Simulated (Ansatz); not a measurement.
System: Ga (fcc type), 1 atom in the cell.

```xyz
1
Lattice="0.0000 2.1179 2.1179 2.1179 0.0000 2.1179 2.1179 2.1179 0.0000" Properties=species:S:1:pos:R:3 pbc="T T T"
Ga    0.0000    0.0000    0.0000
```

Code and potentials: Ansatz all-electron LAPW. Settings of the plain PBE run: k-mesh 4×4×4 Γ-centred; Fermi–Dirac smearing of 0.15 eV; no spin polarisation.

Plain PBE gives:

* Pressure: 4.93 GPa

(1) What changes under PBE with spin–orbit coupling?

Results:

(1) The pressure decreases by 0.03 GPa to 4.90 GPa.

The k-mesh is coarse, so these values belong to this mesh and can lie far from the converged ones. This cubic structure is a model: it isn't the usual form of the substance at ambient conditions, and such phases are metastable or hypothetical.
